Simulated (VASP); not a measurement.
Runs of VASP 6.6.1 on Cs. The structure is cubic, space group Fm-3m (No. 225). Conventional cell: a = 7.407 Å, b = 7.407 Å, c = 7.407 Å, α = 90.00°, β = 90.00°, γ = 90.00°. This isn't the form of Cs at room conditions, which is bcc.

```csv
task,cell,k mesh,cutoff (eV),gap on the mesh (eV),pressure (GPa)
single point,"Fm-3m, 101.61 Å³/atom",8 × 8 × 8,520,none,0.2
single point,"Fm-3m, 110.45 Å³/atom",7 × 7 × 7,520,none,0.0
relaxation of cell and atoms,relaxed,7 × 7 × 7,600,none,0.0
single point,"Fm-3m, 110.45 Å³/atom",12 × 12 × 12,520,none,0.0
single point,"Fm-3m, 123.7 Å³/atom",8 × 8 × 8,520,none,(a)
```

Alike in all rows: level PBEsol; potentials or basis VASP PAW PBE potentials, release 64 (Cs_sv); no spin polarisation; smearing fermi-dirac 0.1 eV.

Fill in the values left out.

(a) -0.2.

Caveats: the PAW data sets were made with another functional, which shifts forces and pressure a little.

A k mesh can miss the band edges, and the runs leave out spin-orbit coupling on Cs.

A gap of «none» marks a metal or a gap under the smearing width.
